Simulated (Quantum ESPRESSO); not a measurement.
MoS2, a slab with vacuum:

```
CELL_PARAMETERS angstrom
3.18413 0.00000 0.00000
-1.59206 2.75753 0.00000
0.00000 0.00000 17.33460
ATOMIC_POSITIONS crystal
Mo 0.00000 0.00000 0.00000
S 0.33333 0.66667 0.91051
S 0.33333 0.66667 0.08949
```

| Quantity | Value |
| --- | --- |
| Program | Quantum ESPRESSO 7.5 |
| Task | single point |
| Functional | PBEsol |
| Potentials or basis | GBRV 1.5 PBEsol |
| Cutoff | 612 eV |
| Density cutoff | 4898 eV |
| k mesh | 10 × 10 × 2 |
| Occupations | fermi-dirac, width 0.05 eV |
| Spin | no spin polarisation |

On this cell: largest force 0.165 eV/Å; band gap on the k mesh 1.73 eV, indirect (least direct gap 1.93 eV).

The same run follows on a disturbed copy (atoms moved at random, drawn with an rms of 0.05 Å):

```xyz
3
Lattice="3.1841 0.0000 0.0000 -1.5921 2.7575 0.0000 0.0000 0.0000 17.3346" Properties=species:S:1:pos:R:3 pbc="T T T"
Mo    0.0313   -0.0382   -0.0082
S     0.0027    1.8229   15.7841
S    -0.0186    1.8067    1.5519
```

Question: What does the disturbed cell give?

Answer: The energy moves by +6.7 meV/atom; largest force 0.877 eV/Å; band gap on the k mesh 1.72 eV, indirect (least direct gap 1.91 eV).

Forces in eV/Å, atoms in the order of the input:
```
Mo  -0.782  0.301  0.256
S    0.303 -0.220  0.011
S    0.479 -0.081 -0.268
```

Stress tensor (GPa, compression positive):
```
-1.46 -0.25  0.29
-0.25 -1.65  0.22
 0.29  0.22 -0.51
```

A k mesh can miss the band edges.
